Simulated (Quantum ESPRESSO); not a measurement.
# Br under changes of volume

One of the cells (33.988 Å³/atom); the others are scaled copies at fixed shape and fractional positions:

```
Br
1.0
     3.36325   -2.32255    0.00000
     3.36325    2.32255    0.00000
     0.00000    0.00000    8.70230
Br
4
Direct
  0.36510 0.63490 0.39010
  0.13490 0.86510 0.89010
  0.63490 0.36510 0.60990
  0.86510 0.13490 0.10990
```

* Program: Quantum ESPRESSO 7.5
* Functional: r2SCAN
* Potentials or basis: SG15 PBE 1.2
* Cutoff: 626 eV
* Density cutoff: 2503 eV
* k mesh: 6 × 6 × 3
* Occupations: fermi-dirac, width 0.05 eV
* Spin: no spin polarisation

```tsv
volume (Å³/atom)	energy over the lowest point (meV/atom)	pressure (GPa)	gap on the mesh (eV)
31.949	31.09	3.3	2.39
32.629	18.76	2.5	2.32
33.308	9.83	1.7	2.24
33.988	?	?	?
34.668	0.76	0.4	2.11
35.348	0.00	-0.1	2.04
36.028	1.40	-0.6	1.98
```

**Question.** What does the run at 33.988 Å³/atom give?

**Answer.** Energy over the lowest point 3.94 meV/atom; pressure 1.0 GPa; gap on the mesh 2.17 eV.

Worked out: A Birch-Murnaghan fit of order 3 (a polynomial in V^(-2/3)) to the other rows has its minimum at 35.24 Å³/atom with B0 = V·E''(V) = 27 GPa and B' = 4.9 at fixed shape and positions, which overstates the stiffness. It gives 3.94 meV/atom at 33.988 Å³/atom, against the run's 3.94, and -dE/dV = 1.1 GPa, against 1.0. A straight line through the other rows of the gap, of slope -3.43 eV per unit of ln V, gives 2.18 eV, against the run's 2.17.

Energies are extrapolated to zero smearing.

Caveats: the potentials were made for another functional, which shifts forces and pressure; an odd mesh through Γ misses points on the zone boundary, where band edges often lie. Spin-orbit coupling on Br is left out.
